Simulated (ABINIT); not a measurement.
Crystal: MgB2.

```xyz
3
Lattice="3.0850 0.0000 0.0000 -1.5425 2.6717 0.0000 0.0000 0.0000 3.5230" Properties=species:S:1:pos:R:3 pbc="T T T"
Mg    0.0000    0.0000    0.0000
B     1.5425    0.8906    1.7615
B     0.0000    1.7811    1.7615
```

```yaml
Program: ABINIT 10.8.3 (patched build)
Task: relaxation of cell and atoms
Functional: PBE
Dispersion: D3
Potentials_or_basis: JTH PAW PBE v2.0
Cutoff: 517 eV
k_mesh: 10 × 10 × 8
Occupations: fermi-dirac, width 0.05 eV
Spin: no spin polarisation
```

At the start: pressure -4.5 GPa; volume 9.68 Å³/atom.

Q: How do energy, volume and symmetry change on relaxing?

A: Over 5 steps the energy falls by 4.4 meV/atom and the volume is 9.37 Å³/atom (-3.2 %); space group P6/mmm (No. 191, to 0.05 Å).

Step by step:
| step | energy change (eV) | largest force (eV/Å) | pressure (GPa) | volume (Å³) |
| --- | --- | --- | --- | --- |
| 1 | 0.0000 | 0.0000 | -4.53 | 29.04 |
| 2 | -0.0089 | 0.0000 | -2.54 | 28.64 |
| 3 | -0.0128 | 0.0000 | 0.08 | 28.14 |
| 4 | -0.0130 | 0.0000 | 0.03 | 28.14 |
| 5 | -0.0132 | 0.0000 | -0.01 | 28.12 |

Final structure:
```
Mg B
1.0
     3.05781    0.00000    0.00000
    -1.52890    2.64814    0.00000
     0.00000    0.00000    3.47208
Mg B
1 2
Direct
  0.00000 0.00000 0.00000
  0.66667 0.33333 0.50000
  0.33333 0.66667 0.50000
```

Caveat: pairwise dispersion overbinds metals, which lowers pressure and volume; the atomic spheres overlap.
